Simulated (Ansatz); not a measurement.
# ZnCu₂SnS₄: input and output

input.yaml (Ansatz 0.2.0)

```yaml
crystal:
  lattice:
    - [0.005424, 5.646808, 0.006675]
    - [5.580768, 0.005424, -0.019891]
    - [2.812952, 2.819452, -5.440242]
  atoms:
    - { symbol: Cu, position: [0.015291, 0.047033, 0.982886], spin: 1.0 }
    - { symbol: Cu, position: [0.735115, 0.278588, 0.487707], spin: 1.0 }
    - { symbol: Zn, position: [0.297867, 0.795877, 0.466369] }
    - { symbol: Sn, position: [0.482743, 0.46964, 0.015125] }
    - { symbol: S, position: [0.375071, 0.887902, 0.753536] }
    - { symbol: S, position: [0.119795, 0.137188, 0.267143] }
    - { symbol: S, position: [0.881997, 0.38238, 0.735497] }
    - { symbol: S, position: [0.63329, 0.62127, 0.253536] }
kpoints:
  mp_grid: { grid: [4, 4, 4], shift: [0.5, 0.0, 0.0] }
magnetization:
  spin_polarized: true
scf:
  occupations: { method: fermi_dirac, width: 0.0582 }
  lower_state_search: "off"
  max_iter: 200
hamiltonian:
  pseudopotentials: { kind: paw }
  xc: pbe
basis:
  ecutwfc: 420
  fft_grid_basis: typed
output:
  forces: true
  stress: true
  eigenvalues: true
  populations: true
  elf: true
  write_potential: true
  volumetric_format: npy
  dos:
    e_range: [-12, 8]
    de: 0.05
    projected: { site_lists: { Cu: [Cu], S: [S], Sn: [Sn], Zn: [Zn] } }
checkpoint:
  read: saved_state
```

The saved state is an earlier solution for the same cell, perhaps on another mesh. The state carries no moments; the state need not be the lowest.

Output (shortened):

```
Pseudopotentials: kind: paw
Pseudopotential: Cu, paw, valence charge 19, recommended cutoff 420 eV (normal), Cu.paw.azcp
Pseudopotential: Zn, paw, valence charge 12, recommended cutoff 420 eV (normal), Zn.paw.azcp
Pseudopotential: Sn, paw, valence charge 14, recommended cutoff 420 eV (normal), Sn.paw.azcp
Pseudopotential: S, paw, valence charge 6, recommended cutoff 420 eV (normal), S.paw.azcp
Functional definition: PBE
  exchange = pbe_x(kappa = kappa, mu = beta*pi^2/3)
  correlation = pbe_c(beta = beta)
Crystal: 8 atoms, lattice volume = 171.230 Å³
Basis set: ecut = 420 eV, 3357 PW (Γ), exchange–correlation on 80×80×96 points (8 copies of the dense FFT grid, shifted against one another)
Bands: 54, of which v1, the nominal top of the filled ones, is band 44 counted from 1 (43 counted from 0)
Symmetry: 1 space group operations
Space group: P1 (ITA 1), of the structure as read, at distance tolerance 5.6e-5 Å
Magnetic group: BNS 1.1 (UNI 1), of the structure as read, at distance tolerance 5.6e-5 Å
k-points: 32 of 64 (time reversal used)
Initial density: read from a saved state, or passed on in memory by an earlier SCF of this step, an earlier step, the calling program or the single point that the run made first
Starting moments: Σ|m| = 2 μB on 2 of 8 sites; this step starts from the density that it was given
Functional: x = pbe(κ = 0.804, μ = 0.2195), c = pbe(β = 0.0667)
SCF iter   1: F=—  Δρ=4.91e-3  dr2=1.27e-3  dr2_m=2.51e-2  M=0.000 μB ∫|m|=0.032 μB
SCF iter   2: F=—  Δρ=3.44e-3  dr2=5.09e-4  dr2_m=1.23e-2  M=0.000 μB ∫|m|=0.021 μB
SCF iter   3: F=—  Δρ=2.34e-3  dr2=2.06e-4  dr2_m=6.08e-3  M=0.000 μB ∫|m|=0.015 μB
SCF iter   4: F=—  Δρ=1.47e-3  dr2=5.06e-5  dr2_m=3.00e-3  M=0.000 μB ∫|m|=0.010 μB
SCF iter   5: F=—  Δρ=9.75e-4  dr2=2.28e-5  dr2_m=1.48e-3  M=0.000 μB ∫|m|=0.008 μB
SCF iter   6: F=—  Δρ=6.87e-4  dr2=3.27e-6  dr2_m=7.33e-4  M=0.000 μB ∫|m|=0.006 μB
SCF iter   7: F=—  Δρ=4.83e-4  dr2=2.73e-6  dr2_m=3.62e-4  M=0.000 μB ∫|m|=0.004 μB
SCF iter   8: F=—  Δρ=3.41e-4  dr2=3.60e-7  dr2_m=1.79e-4  M=0.000 μB ∫|m|=0.003 μB
SCF iter   9: F=—  Δρ=2.40e-4  dr2=2.46e-7  dr2_m=8.86e-5  M=0.000 μB ∫|m|=0.002 μB
SCF iter  10: F=—  Δρ=9.62e-6  dr2=2.06e-7  dr2_m=4.27e-8  M=0.000 μB ∫|m|=0.000 μB
SCF iter  11: F=—  Δρ=1.72e-5  dr2=1.12e-6  dr2_m=7.86e-9  M=0.000 μB ∫|m|=0.000 μB
SCF iter  12: F=-26204.8038 eV  Δρ=4.43e-6  dr2=5.78e-8  dr2_m=3.37e-9  M=0.000 μB ∫|m|=0.000 μB
SCF iter  13: F=-26204.8038 eV  Δρ=2.11e-6  dr2=1.85e-8  dr2_m=2.85e-10  M=0.000 μB ∫|m|=0.000 μB
SCF iter  14: F=-26204.8038 eV  Δρ=8.51e-7  dr2=3.90e-9  dr2_m=1.14e-10  M=0.000 μB ∫|m|=0.000 μB
SCF iter  15: F=-26204.8038 eV  Δρ=8.63e-7  dr2=3.45e-9  dr2_m=2.52e-11  M=0.000 μB ∫|m|=0.000 μB
Magnetization: 0.0000 μB (44.0000 up, 44.0000 down)
Absolute magnetization: 0.0000 μB (∫|ρ↑−ρ↓|, with the PAW one-centre terms)
Spin contamination: 0.0000 ħ² per cell (⟨S²⟩ above its minimum at these occupations)
Per-site moments (μB) at R_I (Å): [(2.923e-7, 0.9469), (3.026e-8, 0.8939), (-3.120e-8, 0.9597), (-1.288e-8, 0.9210), (-1.634e-8, 0.9887), (1.198e-7, 0.9210), (2.196e-7, 0.9469), (1.315e-7, 0.8939)]
Free energy (F): -26204.8038 eV
Harris-Foulkes:  -26204.8038 eV  (|F-HF|=1.98e-9)
Internal energy: -26204.8037 eV  (E = F + TS)
E sigma→0 (E₀):  -26204.8038 eV
Entropy (-TS):   -0.0001 eV (-0.013 meV/atom)
Fermi energy:    7.4766 eV
--- Per-component energies (eV) ---
  E_band       = -1164.3647
  E_kinetic    = 1342.5637
  E_local      = -15306.9347  (includes V_loc(G=0)·N_el)
  E_nonlocal   = 1496.5106
  E_hartree    = 6869.3279
  E_xc         = -1081.1937
  E_vxc        = -721.0537  (∫ρ·V_xc dr)
  E_paw        = -11712.7855  (= ΣΔE_a)
  E_vpaw       = -1714.1124  (= ΣTr[D̂ρ^β])
  E_aug_tail   = 0.0002  (compensation charges beyond the density's cutoff)
  E_ewald      = -7812.2922
  E_smearing   = -0.0001  (= −TS)
--- Forces (eV/Å), atoms counted from 1 ---
  atom   1  Cu    -0.2621    -0.0004     0.0034
  atom   2  Cu    -0.3671     0.3893    -0.6828
  atom   3  Zn    -0.4314    -0.0605    -0.7489
  atom   4  Sn     2.0951     1.8295     2.2282
  atom   5  S      0.1051    -0.0709     0.1302
  atom   6  S     -1.7933    -2.1916    -1.4733
  atom   7  S     -0.0106     0.2694     0.0396
  atom   8  S      0.6644    -0.1649     0.5037
--- Stress (GPa, compression-positive) ---
       -0.9738       0.9429       2.8933
        0.9429      -0.8120       1.4801
        2.8933       1.4801       0.2605
  P = ⅓ Tr σ = -0.5084 GPa (-5.084 kbar)
--- Löwdin populations: 8 sites ---
  site symbol       q [e]    m [muB]
     0     Cu     18.4335     0.0000
     1     Cu     18.4041     0.0000
     2     Zn     10.7597     0.0000
     3     Sn     13.1987     0.0000
     4      S      6.6757     0.0000
     5      S      6.5859     0.0000
     6      S      6.6371     0.0000
     7      S      6.6564     0.0000
  spilling = 0.0074 (of n_electrons = 88.0000)
```

Absolute energies hang on the potentials; compare differences alone.

Origin: a strained cell with displaced atoms, so it need not be a known compound. Caveats: atoms or cell far from equilibrium.
